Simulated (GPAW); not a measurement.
# PtSe2 (Sudovikovite) (P-3m1) in GPAW: further runs

The runs below take PtSe2 (Sudovikovite) through single point, relaxation of cell and atoms, with LDA, PBE.

Program: GPAW 26.7.0. These are calculated values, not measurements. Logs are shortened: lines on timing, memory, paths and dates and some standing lists are left out, and cuts for length are marked. The log counts tension as positive stress, the text compression.

## (1) Starting point

Symmetry: P-3m1, No. 164, trigonal system. Conventional cell: a = 3.724 Å, b = 3.724 Å, c = 5.062 Å, α = 90.00°, β = 90.00°, γ = 120.00°. Pt (site symmetry -3m) is surrounded by 6 Se at 2.49 Å. Around Se (site symmetry 3m) lie 3 Pt at 2.49 Å.

## (2) Single point, LDA

Contents of run.py:

```python
from ase.dft.bandgap import bandgap
from ase.io import read, write
from ase.units import GPa
from gpaw import GPAW, PW

atoms = read('POSCAR')

calc = GPAW(mode=PW(450),
            xc='LDA',
            kpts={'size': (7, 7, 4), 'gamma': True},
            occupations={'name': 'fermi-dirac', 'width': 0.05},
            nbands=26,
            maxiter=120,
            txt='gpaw.txt')
atoms.calc = calc
energy = atoms.get_potential_energy()
forces = atoms.get_forces()
stress = atoms.get_stress()
calc.write('gs.gpw')
write('result.traj', atoms)
print(f'Energy: {energy:.6f} eV')
print('Forces (eV/A):')
print(forces.round(4))
print('Stress (GPa):', (stress / GPa).round(3))
print('Fermi level:', round(calc.get_fermi_level(), 4), 'eV')
print(f'Gap: {bandgap(calc)[0]:.4f} eV, direct: {bandgap(calc, direct=True)[0]:.4f} eV')
```

Contents of POSCAR:

```
PtSe2
1.0
    3.7240000000      0.0000000000      0.0000000000
   -1.8620000000      3.2250786037      0.0000000000
    0.0000000000      0.0000000000      5.0620000000
Pt Se
1 2
Direct
    0.0000000000      0.0000000000      0.0000000000
    0.6666666667      0.3333333333      0.7500000000
    0.3333333333      0.6666666667      0.2500000000
```

Potentials or basis: the program's PAW data sets (release 1.2.1) made for this functional, pw.

Launch:

```
> OMP_NUM_THREADS=1 python run.py
```

gpaw.txt:

```text
__  _  _
 | _ |_)|_||  |
 |__||  | ||/\| - 26.7.0

Input parameters:
  mode=PW(ecut=450.00000000000006),
  kpts=MonkhorstPack(size=(7, 7, 4), gamma=True),
  maxiter=120,
  nbands=26,
  occupations=Occupations(name='fermi-dirac', width=0.05),
  xc=XC(name='LDA')

Diagonalizing LCAO Hamiltonian
Converting LCAO to pw mode

            Se

        Se

       Pt

Atoms  # Å, Bohr magnetons
|   | symbol |         x |        y |        z |    initial magnetic moments |
|---|--------|-----------|----------|----------|-----------------------------|
| 0 |     Pt |  0.000000 | 0.000000 | 0.000000 | ( 0.0000,  0.0000,  0.0000) |
| 1 |     Se |  1.862000 | 1.075026 | 3.796500 | ( 0.0000,  0.0000,  0.0000) |
| 2 |     Se | -0.000000 | 2.150052 | 1.265500 | ( 0.0000,  0.0000,  0.0000) |

Unit cell  # Å
| periodic |         x |        y |        z |  lengths |     angles |
|----------|-----------|----------|----------|----------|------------|
|      yes |  3.724000 | 0.000000 | 0.000000 | 3.724000 |  90.000000 |
|      yes | -1.862000 | 3.225079 | 0.000000 | 3.724000 |  90.000000 |
|      yes |  0.000000 | 0.000000 | 5.062000 | 5.062000 | 120.000000 |

Number of symmetries: 12
Symmetry operations  # r_c * U_cc + t_c -> r_c
|    | kind |            matrix            |
|----|------|------------------------------|
|  0 |  σ   |  1, 1, 0,  0,-1, 0,  0, 0, 1 |
|  1 |  S6  |  1, 1, 0, -1, 0, 0,  0, 0,-1 |
|  2 |  E   |  1, 0, 0,  0, 1, 0,  0, 0, 1 |
|  3 |  C2  |  1, 0, 0, -1,-1, 0,  0, 0,-1 |
|  4 |  C2  |  0, 1, 0,  1, 0, 0,  0, 0,-1 |
|  5 |  C3  |  0, 1, 0, -1,-1, 0,  0, 0, 1 |
|  6 |  S6  |  0,-1, 0,  1, 1, 0,  0, 0,-1 |
|  7 |  σ   |  0,-1, 0, -1, 0, 0,  0, 0, 1 |
|  8 |  σ   | -1, 0, 0,  1, 1, 0,  0, 0, 1 |
|  9 |  i   | -1, 0, 0,  0,-1, 0,  0, 0,-1 |
| 10 |  C3  | -1,-1, 0,  1, 0, 0,  0, 0, 1 |
| 11 |  C2  | -1,-1, 0,  0, 1, 0,  0, 0,-1 |

BZ-sampling:
  Number of BZ points: 196
  Number of IBZ points: 28

  Monkhorst-Pack size: [7, 7, 4]
  Monkhorst-Pack shift: [0.0, 0.0, 0.125]

K-points  # in reciprocal-cell coordinates
|     |                                coordinates |     weight |
|-----|--------------------------------------------|------------|
|   0 | (  0.00000000,   0.00000000,   0.00000000) | 0.00510204 |
|   1 | (  0.00000000,   0.00000000,   0.25000000) | 0.01020408 |
|   2 | (  0.00000000,   0.00000000,   0.50000000) | 0.00510204 |
|   3 | (  0.14285714,   0.00000000,  -0.25000000) | 0.03061224 |
|   4 | (  0.14285714,   0.00000000,   0.00000000) | 0.03061224 |
|   5 | (  0.14285714,   0.00000000,   0.25000000) | 0.03061224 |
|   6 | (  0.14285714,   0.00000000,   0.50000000) | 0.03061224 |
|   7 | (  0.28571429,  -0.14285714,   0.00000000) | 0.03061224 |
|   8 | (  0.28571429,  -0.14285714,   0.25000000) | 0.06122449 |
|   9 | (  0.28571429,  -0.14285714,   0.50000000) | 0.03061224 |
| ... |                                            |            |
|  27 | (  0.42857143,   0.42857143,   0.50000000) | 0.03061224 |

Plane wave coefficients: 1338
Cutoff: 450.00000000000006 eV

Spin-components: 1 (collinear spins)
Bands:           26
Projectors:      16
Spin-degeneracy: 2
Datatype:        complex128

Parallelization:
  kpt:    1
  domain: 1
  band:   1

Density:
  Valence electrons: 28.0
  Components: 1
  Grid points: [20 20 25]
  Charge: 0.0  # |e|

Potential:
  Grid points: [20 20 25]

species:
  Pt:
    name:    Platinum
    Z:       78.0
    valence: 16
    core:    62
    charge:  0.0  # [|e|]
    compensation charges:
      type: gauss
      rc: 0.41  # [Å]
      lmax: 2
    cutoffs:
      filter: 2.26  # [Å]
      core: 2.26  # [Å]
    projectors
    | kind |    occ | energy [eV] | rcut [Å] |
    |------|--------|-------------|----------|
    |   6s |  1.000 |      -5.930 |    1.307 |
    |   5p |  6.000 |     -56.318 |    1.371 |
    |   6p |  0.000 |      -0.962 |    1.371 |
    |   5d |  9.000 |      -6.387 |    1.307 |
    |    s |        |      21.281 |    1.307 |
    |    d |        |      20.825 |    1.307 |

    Using partial waves for Pt as LCAO basis

  Se:
    name:    Selenium
    Z:       34.0
    valence: 6
    core:    28
    charge:  0.0  # [|e|]
    compensation charges:
      type: gauss
      rc: 0.27  # [Å]
      lmax: 2
    cutoffs:
      filter: 1.77  # [Å]
      core: 2.67  # [Å]
    projectors
    | kind |    occ | energy [eV] | rcut [Å] |
    |------|--------|-------------|----------|
    |   4s |  2.000 |     -17.472 |    0.847 |
    |   4p |  4.000 |      -6.656 |    1.005 |
    |    s |        |       9.739 |    0.847 |
    |    p |        |      20.555 |    1.005 |
    |    d |        |       0.000 |    0.847 |

    Using partial waves for Se as LCAO basis

Reference energy: -632131.096150  # eV

eigensolver:
  PPCG
  Converge bands: occupied
  niter=2

density mixing:
  MSR1-Mixer
  Pratt-step length: 0.05
  Maximum mixing coefficient: 0.75
  Old densities: 10
  SVD Regularization: 0.005
  Good broyden scale: 1.0
  Trust region scale: 1.0
  Backstep threshold: 4.0
  History deletion threshold: 6.0
  Fourier metric: weight=20.0, sigma=0.015

occupation numbers:
  Fermi-Dirac:
    width: 0.0500  # eV

poisson solver:
  ecut: 3600.0000000000005  # eV

xc functional:
  name: None

convergence criteria:
- Maximum [total energy] change in last 3 cyles: 0.0005 eV / valence electron
- Maximum integral of absolute [dens]ity change: 0.0001 electrons / valence electron
- Maximum integral of absolute [eigenst]ate change: 4e-08 eV^2 / valence electron
maximum number of iterations: 120

SCF iterations
|iter     | |      energy | eigst |  dens |
|---------|-|-------------|-------|-------|
|iter:   1| |  -18.423101 | +0.12 |       |
|iter:   2| |  -18.081174 | -2.09 | -1.13 |
|iter:   3| |  -17.493238 | -1.90 | -1.20 |
|iter:   4| |  -17.444911 | -3.42 | -1.60 |
|iter:   5| |  -17.424020 | -3.62 | -1.88 |
|iter:   6| |  -17.423288 | -4.81 | -2.64 |
|iter:   7| |  -17.423247c| -5.47 | -3.16 |
|iter:   8| |  -17.423251c| -6.81 | -3.92 |
|iter:   9| |  -17.423251c| -8.10c| -4.61c|

Converged in 9 steps
Energy contributions relative to reference atoms: (reference = -632131.096150)

Energy contributions:
  Kinetic:           7.504535
  Coulomb:          -8.657500
  Zero:             -0.620869
  External:          0.000000
  Xc:              -15.646056
  Entropy:          -0.006723
  Spinorbit:         0.000000
  ----------------------------
  Free energy:     -17.426613
  Extrapolated:    -17.423251

dipole moment: (-6.435709, -11.146976, -17.496005)  # |e|*Ang

Fermi level: 7.935
Eigenvalues  # (at kpt = [0.000, 0.000, 0.000])
| band index |      eig [eV] | occ [0-2] |
|------------|---------------|-----------|
|          0 |       -45.835 |     2.000 |
|        ... |               |           |
|          5 |         0.858 |     2.000 |
|          6 |         1.571 |     2.000 |
|          7 |         1.571 |     2.000 |
|          8 |         4.035 |     2.000 |
|          9 |         4.035 |     2.000 |
|         10 |         5.484 |     2.000 |
[... 8 lines left out ...]
|         19 |        15.332 |     0.000 |
|         20 |        19.805 |     0.000 |
|        ... |               |           |
|         25 |        20.585 |     0.000 |

No gap
No difference between direct/indirect transitions

Forces  # eV/Ang
|        x |        y |        z |
|----------|----------|----------|
|  0.00000 |  0.00000 |  0.00000 |  # Pt   0
| -0.00000 |  0.00000 | -0.18455 |  # Se   1
|  0.00000 | -0.00000 |  0.18455 |  # Se   2

Stress tensor  # eV/Ang^3
|         x |         y |        z |
|-----------|-----------|----------|
|  0.004142 | -0.000000 | 0.000000 |
| -0.000000 |  0.004142 | 0.000000 |
|  0.000000 |  0.000000 | 0.010695 |

# Writing to gs.gpw (mode='')
```

Wall time 13 s (1 thread of Arm Neoverse V2, shared host); peak memory 0.16 GiB.

What came out:

* Free energy: -17.4266 eV
* Pressure: -1.0 GPa
* Largest force: 0.185 eV/Å
* Band gap on the k mesh: none (metal or under the smearing width)

Forces in eV/Å, atoms in the order of the input:
```
Pt   0.000  0.000  0.000
Se   0.000  0.000 -0.185
Se   0.000  0.000  0.185
```

Levels at points of the mesh, in eV from the Fermi level:
```csv
k point,band 12,band 13,band 14,band 15,band 16,band 17
"(0.00, 0.00, 0.00)",-0.95,-0.95,0.51,1.55,1.55,3.63
"(0.00, 0.00, 0.50)",-1.59,-1.38,-1.38,2.39,2.39,4.85
```

Caveat: the cutoff is short for stress and forces, so pressures can be off by a GPa or more. Spin-orbit coupling is left out, which matters for the levels of Pt.

## (3) Relaxation of cell and atoms, PBE

Contents of run.py:

```python
from ase.filters import FrechetCellFilter
from ase.io import read, write
from ase.optimize import BFGS
from gpaw import GPAW, PW

atoms = read('PtSe2.xyz')

calc = GPAW(mode=PW(600),
            xc='PBE',
            kpts={'size': (6, 6, 4), 'gamma': True},
            occupations={'name': 'fermi-dirac', 'width': 0.05},
            nbands=26,
            convergence={'density': 1e-05, 'forces': 0.0001},
            maxiter=150,
            txt='gpaw.txt')
atoms.calc = calc
opt = BFGS(FrechetCellFilter(atoms), trajectory='relax.traj', logfile='-')
done = opt.run(fmax=0.02, steps=60)
calc.write('gs.gpw')
write('result.traj', atoms)
print('Converged:', done)
print('Cell:', atoms.cell.cellpar().round(4))
print('Volume:', round(atoms.get_volume(), 4))
print(atoms.get_scaled_positions().round(5))
```

Contents of PtSe2.xyz:

```xyz
3
Lattice="3.7240000000 0.0000000000 0.0000000000 -1.8620000000 3.2250786037 0.0000000000 0.0000000000 0.0000000000 5.0620000000" Properties=species:S:1:pos:R:3 pbc="T T T"
Pt     0.0000000000      0.0000000000      0.0000000000
Se     1.8620000002      1.0750262011      3.7965000000
Se    -0.0000000002      2.1500524026      1.2655000000
```

Potentials or basis: GPAW PAW data sets (gpaw-data 1.2.1), pw.

Launch:

```
> OMP_NUM_THREADS=1 python run.py
```

It took 3.1 min on 1 thread of AMD EPYC 9R45 (Zen 5), shared host; peak memory 0.31 GiB.

It converged, with:

```yaml
Free_energy: -14.5832 eV
Relaxed_volume: 26.00 Å³/atom
Relaxed_cell: a = 3.753 Å, b = 3.753 Å, c = 6.394 Å, α = 90.00°, β = 90.00°, γ = 120.00°
Space_group_after_relaxing_to_0.05_Å: P-3m1 (No. 164)
Energy_gained_by_relaxing: 37.7 meV/atom
Ionic_steps: 17
Pressure_after_relaxing: 0.1 GPa
Largest_force_after_relaxing: 0.010 eV/Å
Band_gap_on_the_k_mesh: 1.13 eV, indirect (least direct gap 1.40 eV)
```

Forces in eV/Å, atoms in the order of the input:
```
Pt   0.000  0.000  0.000
Se   0.000  0.000 -0.010
Se   0.000  0.000  0.010
```

The path:
```
step  energy change (eV)  largest force (eV/Å)  pressure (GPa)  volume (Å³)
   1              0.0000                0.6119            7.40        60.80
   2             -0.0402                0.3451            4.92        61.61
   3             -0.0723                0.0994            0.77        63.24
   4             -0.0733                0.1298            0.38        63.46
   5             -0.0749                0.1465           -0.09        63.84
   6             -0.0769                0.1212           -0.38        64.30
   7             -0.0786                0.0554           -0.30        64.61
   8             -0.0794                0.0024           -0.04        64.67
   9             -0.0800                0.0284            0.18        64.67
  10             -0.0811                0.0664            0.50        64.72
  11             -0.0836                0.1144            0.92        65.00
  12             -0.0880                0.1599            1.32        65.81
  13             -0.0946                0.1356            1.33        67.25
  14             -0.1050                0.1210            1.27        71.09
  15             -0.1099                0.0502            0.72        73.79
  16             -0.1126                0.0041            0.16        76.36
  17             -0.1131                0.0095            0.06        78.01
```

Final structure:
```
CELL_PARAMETERS angstrom
3.75327 0.00000 0.00000
-1.87663 3.25043 0.00000
0.00000 0.00000 6.39442
ATOMIC_POSITIONS crystal
Pt 0.00000 0.00000 0.00000
Se 0.66667 0.33333 0.79581
Se 0.33333 0.66667 0.20419
```

Levels at points of the mesh, in eV from the valence-band top:
| k point | band 12 | band 13 | band 14 | band 15 | band 16 | band 17 |
| --- | --- | --- | --- | --- | --- | --- |
| (0.00, 0.00, 0.00) | -0.30 | -0.30 | -0.18 | 2.56 | 2.56 | 4.20 |
| (0.00, 0.00, 0.50) | -1.30 | -0.34 | -0.34 | 2.65 | 2.65 | 5.26 |
| (0.50, 0.50, 0.00) | -2.18 | -2.14 | -1.92 | 1.87 | 2.47 | 4.70 |
| (0.50, 0.50, 0.50) | -2.25 | -2.07 | -1.37 | 2.10 | 2.28 | 4.42 |

Caveat: later steps reuse the first step's grids; the volume moved by over 15 % at a fixed basis, so the end points are rough; spin-orbit coupling is left out, which moves the levels of the heavy elements; this functional lacks dispersion, which binds the layers, so the pressure and a relaxed spacing across them are unreliable, and here the layers came unbound.

## (4) Relaxation of cell and atoms, PBE, target pressure 2 GPa, at which the enthalpy is minimised

run.py, as its differences from that of step 3:

```diff
@@ -3,2 +3,3 @@
 from ase.optimize import BFGS
+from ase.units import GPa
 from gpaw import GPAW, PW
@@ -16,3 +17,3 @@
 atoms.calc = calc
-opt = BFGS(FrechetCellFilter(atoms), trajectory='relax.traj', logfile='-')
+opt = BFGS(FrechetCellFilter(atoms, scalar_pressure=2 * GPa), trajectory='relax.traj', logfile='-')
 done = opt.run(fmax=0.02, steps=60)
```

PtSe2.xyz is that of step 3.

Launch:

```
> OMP_NUM_THREADS=1 python run.py
```

It took 2.3 min on 1 thread of AMD EPYC 9R45 (Zen 5), shared host; peak memory 0.3 GiB.

The run converged. Its results:

```yaml
Free_energy: -14.5315 eV
Relaxed_volume: 20.54 Å³/atom
Relaxed_cell: a = 3.779 Å, b = 3.779 Å, c = 4.982 Å, α = 90.00°, β = 90.00°, γ = 120.00°
Space_group_after_relaxing_to_0.05_Å: P-3m1 (No. 164)
Energy_change_on_relaxing_the_enthalpy_is_what_falls: -19.2 meV/atom
Ionic_steps: 14
Pressure_after_relaxing: 2.0 GPa
Band_gap_on_the_k_mesh: none (metal or under the smearing width)
```

Forces on the atoms (eV/Å):
```
Pt   0.000  0.000  0.000
Se   0.000  0.000 -0.002
Se   0.000  0.000  0.002
```

Step by step:
| step | energy change (eV) | largest force (eV/Å) | pressure (GPa) | volume (Å³) |
| --- | --- | --- | --- | --- |
| 1 | 0.0000 | 0.6119 | 7.40 | 60.80 |
| 2 | -0.0330 | 0.3889 | 5.41 | 61.39 |
| 3 | -0.0652 | 0.0205 | 2.16 | 62.47 |
| 4 | -0.0662 | 0.0012 | 1.95 | 62.54 |
| 5 | -0.0669 | 0.0132 | 1.79 | 62.58 |
| 6 | -0.0678 | 0.0227 | 1.56 | 62.61 |
| 7 | -0.0677 | 0.0119 | 1.45 | 62.56 |
| 8 | -0.0663 | 0.0189 | 1.55 | 62.42 |
| 9 | -0.0647 | 0.0463 | 1.75 | 62.27 |
| 10 | -0.0631 | 0.0617 | 1.94 | 62.12 |
| 11 | -0.0608 | 0.0675 | 2.13 | 61.92 |
| 12 | -0.0583 | 0.0519 | 2.25 | 61.68 |
| 13 | -0.0573 | 0.0209 | 2.17 | 61.58 |
| 14 | -0.0577 | 0.0022 | 2.04 | 61.61 |

Final structure:
```xyz
3
Lattice="3.7787 0.0000 0.0000 -1.8893 3.2724 0.0000 0.0000 0.0000 4.9824" Properties=species:S:1:pos:R:3 pbc="T T T"
Pt    0.0000    0.0000    0.0000
Se    1.8893    1.0908    3.6932
Se    0.0000    2.1816    1.2892
```

Levels at points of the mesh, in eV from the Fermi level:
```tsv
k point	band 12	band 13	band 14	band 15	band 16	band 17
(0.00, 0.00, 0.00)	-0.99	-0.99	0.60	1.21	1.21	3.56
(0.00, 0.00, 0.50)	-1.68	-1.54	-1.54	2.21	2.21	4.94
(0.50, 0.50, 0.00)	-3.27	-3.20	-2.84	0.55	2.32	4.88
(0.50, 0.50, 0.50)	-3.02	-2.60	-1.19	0.77	1.41	4.69
```

Caveat: later steps reuse the first step's grids. Zero-point motion and thermal expansion aren't in these numbers.

(Part 1 of 2 ends here.)
